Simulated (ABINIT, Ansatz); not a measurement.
**A GW run on CdS (Hawleyite) in ABINIT, with inputs changed**

A base run on CdS (Hawleyite), then changed inputs.

Main program and level: ABINIT 10.8.3; PBE and many-body steps on it, plane waves.

## Step 1: The structure

The structure is cubic, space group F-43m (No. 216). The conventional cell has a = 5.833 Å, b = 5.833 Å, c = 5.833 Å, α = 90.00°, β = 90.00°, γ = 90.00°. Cd has 4 S at 2.53 Å nearest. Nearest to S lie 4 Cd at 2.53 Å. Farther neighbours and most contacts between anions are not listed.

The cell and positions come from the Crystallography Open Database and are kept as given unless a step says otherwise.

## Step 2: Screening, 4×4×4 mesh, 142 bands, screening to 176.9 eV

This step: ABINIT 10.8.3; RPA screening on PBE, plane waves, norm-conserving pseudopotentials.

The RPA dielectric matrix is built and inverted for each q.

run.abi reads:

```
acell 3*1.0 Angstrom
rprim 
  -0.000000000000 2.916500000000 2.916500000000
  2.916500000000 -0.000000000000 2.916500000000
  2.916500000000 2.916500000000 -0.000000000000
ntypat 2
znucl 48 16
natom 2
typat 1 2
xred 
  0.000000000000 0.000000000000 0.000000000000
  0.250000000000 0.250000000000 0.250000000000
pp_dirpath "pseudos"
pseudos "Cd.upf, S.upf"
ecut 47
ngkpt 4 4 4
nshiftk 1
shiftk 0 0 0
kptopt 1
chksymbreak 0
istwfk *1
occopt 1
irdwfk 1
optdriver 3
nband 142
ecuteps 6.5
inclvkb 2
awtr 1
symchi 1
indata_prefix "in"
outdata_prefix "out"
tmpdata_prefix "tmp"
```

The run is started by

```bash
OMP_NUM_THREADS=1 mpirun -n 4 abinit run.abi > log
```

The log of the run:

```text
.Version 10.8.3 of ABINIT. v10.8.2 released Aug 2026.

 Symmetries : space group F-4 3 m (#216); Bravais cF (face-center cubic)
[... echo of the input left out ...]
== DATASET  1 ==================================================================
-   mpi_nproc: 4, omp_nthreads: 1 (-1 if OMP is not activated)

--- !DatasetInfo
iteration_state: {dtset: 1, }
dimensions: {natom: 2, nkpt: 8, mband: 142, nsppol: 1, nspinor: 1, nspden: 1, mpw: 5180, }
cutoff_energies: {ecut:  47.0, pawecutdg:  -1.0, }
electrons: {nelect:   2.60000000E+01, charge:   0.00000000E+00, occopt:   1.00000000E+00, tsmear:   1.00000000E-02, }

 SCREENING: Calculation of the susceptibility and dielectric matrices

 Based on a program developped by R.W. Godby, V. Olevano, G. Onida, and L. Reining.
 Incorporated in ABINIT by V. Olevano, G.-M. Rignanese, and M. Torrent.
.Using double precision arithmetic ; gwpc =  8

[... cell and pseudopotentials left out ...]
--------------------------------------------------------------------------------

 ==== K-mesh for the wavefunctions ====
 Number of points in the irreducible wedge :     8
[... list of points left out ...]
 Together with 24 symmetry operations and time-reversal symmetry
 yields    64 points in the full Brillouin Zone.

 ==== Q-mesh for the screening function ====
 Number of points in the irreducible wedge :     8
[... list of points left out ...]
 Together with 24 symmetry operations and time-reversal symmetry
 yields    64 points in the full Brillouin Zone.

 setmesh: FFT mesh size selected  =    36x   36x   36
          total number of points  =        46656

 vcoul_init : cutoff-mode = AUXILIARY_FUNCTION
 q-points for optical limit:   1
     1)      0.000010    0.000020    0.000030

- screening: taking advantage of time-reversal symmetry
- Maximum band index for partially occupied states nbvw = 13
- Remaining bands to be divided among processors   nbcw = 129
- Number of bands treated by each node ~32

 Number of electrons calculated from density =   26.0000; Expected =   26.0000
 average of density, n =  0.077653
 r_s =    1.4541
 omega_plasma =   26.8804 [eV]

 calculating chi0 at frequencies [eV] :
  1    0.000000E+00    0.000000E+00
  2    0.000000E+00    2.688042E+01

--------------------------------------------------------------------------------
  q-point number  1        q = ( 0.000000, 0.000000, 0.000000) [r.l.u.]
--------------------------------------------------------------------------------
[... chi0 elements left out ...]
 For q-point:  0.000010 0.000020 0.000030
  dielectric constant =  11.0704
  dielectric constant without local fields =  11.7792

  Average fulfillment of the sum rule on Im[epsilon] for q-point    1 :     71.55  [%]
[... wings left out ...]
  q-point number  2        q = ( 0.250000, 0.000000, 0.000000) [r.l.u.]
--------------------------------------------------------------------------------
[... chi0 elements left out ...]
  Average fulfillment of the sum rule on Im[epsilon] for q-point    2 :     81.89  [%]

 [... 6 further q-points ...]
```

Elapsed: 61 s, on 4 MPI ranks of Arm Neoverse V2, shared host; peak memory 1.6 GiB; 4 min of CPU time.

Numbers from this step:

* ε∞ with local fields, on this mesh, along the program's q direction: 11.07
* the same without local fields: 11.78
* plasma frequency: 26.88 eV
* plane waves in the screening matrix: 283

Local fields lower ε∞ by 6 %. On a Γ-centred mesh this coarse the value itself is usually too large, while a short band sum pulls it down.

## Step 3: Base

The self-energy is evaluated for the states that the input lists, and the levels follow from it, in one-shot runs by the linearised quasiparticle equation.

This step: G0W0 on PBE, plane waves, norm-conserving pseudopotentials.

run.abi, as its differences from that of step 2:

```diff
@@ -23,8 +23,15 @@
 irdwfk 1
-optdriver 3
+optdriver 4
 nband 142
+gwcalctyp 0
+ecutsigx 47
+symsigma 1
+nkptgw 1
+kptgw 
+  0.0000000000 0.0000000000 0.0000000000
+bdgw 
+  11 17
 ecuteps 6.5
-inclvkb 2
-awtr 1
-symchi 1
+irdscr 1
+ppmodel 1
 indata_prefix "in"
```

The log of the run:

```text
.Version 10.8.3 of ABINIT. v10.8.2 released Aug 2026.

 Symmetries : space group F-4 3 m (#216); Bravais cF (face-center cubic)
[... echo of the input left out ...]
== DATASET  1 ==================================================================
-   mpi_nproc: 4, omp_nthreads: 1 (-1 if OMP is not activated)

--- !DatasetInfo
iteration_state: {dtset: 1, }
dimensions: {natom: 2, nkpt: 8, mband: 142, nsppol: 1, nspinor: 1, nspden: 1, mpw: 5180, }
cutoff_energies: {ecut:  47.0, pawecutdg:  -1.0, }
electrons: {nelect:   2.60000000E+01, charge:   0.00000000E+00, occopt:   1.00000000E+00, tsmear:   1.00000000E-02, }

 SIGMA: Calculation of the GW corrections

 Based on a program developped by R.W. Godby, V. Olevano, G. Onida, and L. Reining.
 Incorporated in ABINIT by V. Olevano, G.-M. Rignanese, and M. Torrent.
.Using double precision arithmetic ; gwpc =  8

[... cell and pseudopotentials left out ...]
--------------------------------------------------------------------------------

 ==== K-mesh for the wavefunctions ====
 Number of points in the irreducible wedge :     8
[... list of points left out ...]
 Together with 24 symmetry operations and time-reversal symmetry
 yields    64 points in the full Brillouin Zone.

 ==== Q-mesh for screening function ====
 Number of points in the irreducible wedge :     8
[... list of points left out ...]
 Together with 24 symmetry operations and time-reversal symmetry
 yields    64 points in the full Brillouin Zone.

 vcoul_init : cutoff-mode = AUXILIARY_FUNCTION
 q-points for optical limit:   1
     1)      0.000010    0.000020    0.000030
 setmesh: FFT mesh size selected  =    50x   50x   50
          total number of points  =       125000

 Number of electrons calculated from density =   26.0000; Expected =   26.0000
 average of density, n =  0.077653
 r_s =    1.4541
 omega_plasma =   26.8804 [eV]

 === KS Band Gaps ===
  >>>> For spin  1
   Minimum direct gap =   1.1447 [eV], located at k-point      :   0.0000  0.0000  0.0000
   Fundamental gap    =   1.1447 [eV], Top of valence bands at :   0.0000  0.0000  0.0000
                                       Bottom of conduction at :   0.0000  0.0000  0.0000
 SIGMA fundamental parameters:
 PLASMON POLE MODEL  1
 number of plane-waves for SigmaX                 5065
 number of plane-waves for SigmaC and W            283
 number of plane-waves for wavefunctions          5065
 number of bands                                   142
 number of independent spin polarizations            1
 number of spinorial components                      1
 number of k-points in IBZ                           8
 number of q-points in IBZ                           8
 number of symmetry operations                      24
 number of k-points in BZ                           64
 number of q-points in BZ                           64
 number of frequencies for dSigma/dE                 9
 frequency step for dSigma/dE [eV]                0.25
 number of omega for Sigma on real axis              0
 max omega for Sigma on real axis  [eV]           0.00
 zcut for avoiding poles [eV]                     0.10

 EPSILON^-1 parameters (SCR file):
 dimension of the eps^-1 matrix on file            283
 dimension of the eps^-1 matrix used               283
 number of plane-waves for wavefunctions          5065
 number of bands                                   142
 number of q-points in IBZ                           8
 number of frequencies                               2
 number of real frequencies                          1
 number of imag frequencies                          1

 matrix elements of self-energy operator (all in [eV])

 Perturbative Calculation

--- !SelfEnergy_ee
iteration_state: {dtset: 1, }
kpoint     : [   0.000,    0.000,    0.000, ]
spin       : 1
KS_gap     :    1.145
QP_gap     :    2.098
Delta_QP_KS:    0.953
data: !SigmaeeData |
     Band     E0 <VxcDFT>   SigX SigC(E0)      Z dSigC/dE  Sig(E)    E-E0       E
       11   4.366 -15.389 -18.420   1.995   0.781  -0.280 -16.198  -0.809   3.557
       12   4.366 -15.389 -18.420   1.995   0.781  -0.280 -16.198  -0.809   3.557
       13   4.366 -15.389 -18.420   1.995   0.781  -0.280 -16.198  -0.809   3.557
       14   5.511 -10.636  -6.668  -3.791   0.812  -0.231 -10.492   0.144   5.655
       15  10.897 -10.642  -5.801  -4.356   0.810  -0.235 -10.249   0.393  11.290
       16  10.897 -10.642  -5.801  -4.356   0.810  -0.235 -10.249   0.393  11.290
       17  10.897 -10.642  -5.801  -4.356   0.810  -0.235 -10.249   0.393  11.290

== END DATASET(S) ==============================================================
================================================================================

 -outvars: echo values of variables after computation  --------
           etotal      0.0000000000E+00
            nband         142
             nkpt           8
          spgroup         216
 [... the other variables as echoed above ...]

 Calculation completed.
```

It took 9.6 s on 4 MPI ranks; peak memory 1.4 GiB.

This step gave:

```yaml
g0w0_gap_on_the_points_computed: 2.098 eV
starting_gap_on_the_mesh: 1.145 eV
k_of_the_valence_top: 0, 0, 0
k_of_the_conduction_bottom: 0, 0, 0
z_at_the_valence_top: 0.781
z_at_the_conduction_bottom: 0.812
least_direct_g0w0_gap_on_the_computed_points: 2.098 eV
```

The gap on the mesh goes from 1.14 eV to 2.10 eV, a correction of +0.95 eV.

## Step 4: No symmetry in the self-energy

run.abi, as its differences from that of step 3:

```diff
@@ -27,3 +27,3 @@
 ecutsigx 47
-symsigma 1
+symsigma 0
 nkptgw 1
```

The log of the run:

```text
.Version 10.8.3 of ABINIT. v10.8.2 released Aug 2026.

 Symmetries : space group F-4 3 m (#216); Bravais cF (face-center cubic)
[... echo of the input left out ...]
== DATASET  1 ==================================================================
-   mpi_nproc: 4, omp_nthreads: 1 (-1 if OMP is not activated)

--- !DatasetInfo
iteration_state: {dtset: 1, }
dimensions: {natom: 2, nkpt: 8, mband: 142, nsppol: 1, nspinor: 1, nspden: 1, mpw: 5180, }
cutoff_energies: {ecut:  47.0, pawecutdg:  -1.0, }
electrons: {nelect:   2.60000000E+01, charge:   0.00000000E+00, occopt:   1.00000000E+00, tsmear:   1.00000000E-02, }

 SIGMA: Calculation of the GW corrections

 Based on a program developped by R.W. Godby, V. Olevano, G. Onida, and L. Reining.
 Incorporated in ABINIT by V. Olevano, G.-M. Rignanese, and M. Torrent.
.Using double precision arithmetic ; gwpc =  8

[... cell and pseudopotentials left out ...]
--------------------------------------------------------------------------------

 ==== K-mesh for the wavefunctions ====
 Number of points in the irreducible wedge :     8
[... list of points left out ...]
 Together with 24 symmetry operations and time-reversal symmetry
 yields    64 points in the full Brillouin Zone.

 ==== Q-mesh for screening function ====
 Number of points in the irreducible wedge :     8
[... list of points left out ...]
 Together with 24 symmetry operations and time-reversal symmetry
 yields    64 points in the full Brillouin Zone.

 vcoul_init : cutoff-mode = AUXILIARY_FUNCTION
 q-points for optical limit:   1
     1)      0.000010    0.000020    0.000030
 setmesh: FFT mesh size selected  =    50x   50x   50
          total number of points  =       125000

 Number of electrons calculated from density =   26.0000; Expected =   26.0000
[...]
number of q-points in BZ                           64
 number of frequencies for dSigma/dE                 9
 frequency step for dSigma/dE [eV]                0.25
 number of omega for Sigma on real axis              0
 max omega for Sigma on real axis  [eV]           0.00
 zcut for avoiding poles [eV]                     0.10

 EPSILON^-1 parameters (SCR file):
 dimension of the eps^-1 matrix on file            283
 dimension of the eps^-1 matrix used               283
 number of plane-waves for wavefunctions          5065
 number of bands                                   142
 number of q-points in IBZ                           8
 number of frequencies                               2
 number of real frequencies                          1
 number of imag frequencies                          1

 matrix elements of self-energy operator (all in [eV])

 Perturbative Calculation

--- !SelfEnergy_ee
iteration_state: {dtset: 1, }
kpoint     : [   0.000,    0.000,    0.000, ]
spin       : 1
KS_gap     :    1.145
QP_gap     :    2.098
Delta_QP_KS:    0.953
data: !SigmaeeData |
     Band     E0 <VxcDFT>   SigX SigC(E0)      Z dSigC/dE  Sig(E)    E-E0       E
       11   4.366 -15.389 -18.420   1.995   0.781  -0.280 -16.198  -0.809   3.557
       12   4.366 -15.389 -18.420   1.995   0.781  -0.280 -16.198  -0.809   3.557
       13   4.366 -15.389 -18.420   1.995   0.781  -0.280 -16.198  -0.809   3.557
       14   5.511 -10.636  -6.668  -3.791   0.812  -0.231 -10.492   0.144   5.655
       15  10.897 -10.642  -5.801  -4.356   0.810  -0.235 -10.249   0.393  11.290
       16  10.897 -10.642  -5.801  -4.356   0.810  -0.235 -10.249   0.393  11.290
       17  10.897 -10.642  -5.801  -4.356   0.810  -0.235 -10.249   0.393  11.290

== END DATASET(S) ==============================================================
================================================================================

 -outvars: echo values of variables after computation  --------
           etotal      0.0000000000E+00
            nband         142
             nkpt           8
          spgroup         216
 [... the other variables as echoed above ...]

 Calculation completed.
```

Wall time 60 s (4 MPI ranks); peak memory 1.4 GiB; 4 min of CPU time.

Numbers from this step:

```
G0W0 gap on the points computed              : 2.098 eV
starting gap on the mesh                     : 1.145 eV
k of the valence top                         : 0, 0, 0
k of the conduction bottom                   : 0, 0, 0
Z at the valence top                         : 0.781
Z at the conduction bottom                   : 0.812
least direct G0W0 gap on the computed points : 2.098 eV
```

Against G0W0 in ABINIT (4×4×4 mesh, 142 bands, screening to 176.9 eV, Godby-Needs plasmon pole), the gap moves by +0.000 eV.

## Step 5: A keyword of another program

run.abi, as its differences from that of step 4:

```diff
@@ -27,3 +27,3 @@
 ecutsigx 47
-symsigma 0
+symsigma 1
 nkptgw 1
@@ -36,2 +36,3 @@
 ppmodel 1
+ENCUTGW 100
 indata_prefix "in"
```

The log of the run:

```text
.Version 10.8.3 of ABINIT. v10.8.2 released Aug 2026.

 Symmetries : space group F-4 3 m (#216); Bravais cF (face-center cubic)
================================================================================
 Values of the parameters that define the memory need of the present run
     intxc =       0    ionmov =       0      iscf =       7    lmnmax =       6
     lnmax =       6     mgfft =      50  mpssoang =       3    mqgrid =    3001
     natom =       2  nloc_mem =       1    nspden =       1   nspinor =       1
    nsppol =       1      nsym =      24    n1xccc =    2501    ntypat =       2
    occopt =       1   xclevel =       2
-    mband =         142        mffmem =           1         mkmem =           2
       mpw =        5180          nfft =      125000          nkpt =           8
================================================================================
  Rough estimation (10% accuracy) of disk space for files :
================================================================================

--------------------------------------------------------------------------------
------------- Echo of variables that govern the present computation ------------
--------------------------------------------------------------------------------
 -outvars: echo values of preprocessed input variables --------
            acell      1.8897261259E+00  1.8897261259E+00  1.8897261259E+00 Bohr

             bdgw          11      17
      chksymbreak           0
             ecut      4.70000000E+01 Hartree
          ecuteps      6.50000000E+00 Hartree
         ecutsigx      4.70000000E+01 Hartree
          ecutwfn      4.70000000E+01 Hartree
-          fftalg         312
           irdscr           1
           irdwfk           1

              ixc     -101130
[...]
npwsigx        5065
           npwwfn        5065
             nsym          24
           ntypat           2
              occ      2.000000  2.000000  2.000000  2.000000  2.000000  2.000000
                       2.000000  2.000000  2.000000  2.000000  2.000000  2.000000
                       2.000000  0.000000  0.000000  0.000000  0.000000  0.000000
                       0.000000  0.000000  0.000000  0.000000  0.000000  0.000000
[...]
0.000000  0.000000  0.000000  0.000000  0.000000  0.000000
   [... 13 further rows ...]
                       0.000000  0.000000  0.000000  0.000000  0.000000  0.000000
                       0.000000  0.000000  0.000000  0.000000
        optdriver           4
            rprim     -0.0000000000E+00  2.9165000000E+00  2.9165000000E+00
[...]
2.9165000000E+00  2.9165000000E+00 -0.0000000000E+00
          spgroup         216

             xred      0.0000000000E+00  0.0000000000E+00  0.0000000000E+00
                       2.5000000000E-01  2.5000000000E-01  2.5000000000E-01
            znucl       48.00000   16.00000

================================================================================

 chkinp: Checking input parameters for consistency.

--- !ERROR
message: |
    Found token: `ENCUTGW` in the input file.
    This name is not one of the registered input variable names (see
    Action: check your input file. Perhaps you mistyped the input variable,
    or specified "img", although this was not permitted for this input variable.

--- !ERROR
message: |
    Found token: `ENCUTGW` in the input file.
    This name is not one of the registered input variable names (see
    Action: check your input file. Perhaps you mistyped the input variable,
    or specified "img", although this was not permitted for this input variable.

--- from the log ---
Found token: `ENCUTGW` in the input file.
    This name is not one of the registered input variable names (see
    Action: check your input file. Perhaps you mistyped the input variable,
    or specified "img", although this was not permitted for this input variable.
```

Elapsed: 0.64 s, on 4 MPI ranks; peak memory 0.05 GiB.

The run stopped with an error after 0.64 s.

The program's words: Found token: `ENCUTGW` in the input file. This name is not one of the registered input variable names (see Action: check your input file. Perhaps you mistyped the input variable, or specified "img", although this was not permitted for this input variable.

The fault put into this input: a keyword of another program.

## Step 6: The runs together

Times are wall times on 4 MPI ranks of Arm Neoverse V2, shared host, good to a factor of about two. A run's time includes the screening step that it read.

```
                           run   mesh  bands  screening cutoff (eV)  DFT gap (eV)  gap on the mesh (eV)  direct (eV)  ε∞ used   time
                          base  4×4×4    142                  176.9         1.145                 2.098        2.098    11.07   70 s
no symmetry in the self-energy  4×4×4    142                  176.9         1.145                 2.098        2.098    11.07  2 min
```

## Step 7: What came out

```yaml
base: 2.098 eV
no_symmetry_in_the_self_energy: 2.098 eV
known_limits: not at the basis limit; no spin-orbit coupling; coarse k mesh
```

No symmetry in the self-energy: no change against base (keys changed: symsigma). Bands and cutoff are finite, so the gap is not at the basis limit. The miss can reach some tenths of an eV and take either sign; the mesh is an error of its own. In the G0W0 runs levels were corrected at 1 k point alone, so a gap called «on the mesh» is the least over those, and an edge elsewhere would be missed. The 4×4×4 mesh is coarse for this cell, which bears on the long-range parts of exchange and screening. The many-body steps are scalar-relativistic: spin-orbit coupling is not in them.

[Paths, hosts, dates, memory and timing lines, banners, echoed tables and standing remarks are left out of the program output.]

[Logs are printed without paths, hosts, clocks, repeated set-up lines and the standing remarks that a program may print on its own settings, such as how far it seeks lower states.]

[Runs of the session that timed out or met a known fault of the program may be left out.]

[Hosts, paths, dates, database ids (printed as entryN), source tags and the programs' standing remarks are cut or masked in the printed files.]

[G0W0 gaps are taken among the corrected bands and points alone; a level outside them can change the order at an edge.]

[Where Ansatz stands beside ABINIT at settings called matched, ABINIT's density can come from a denser mesh and the files from another edition; pairs whose starting gaps differed by over 0.03 eV were left out, so agreement reads better than it is.]
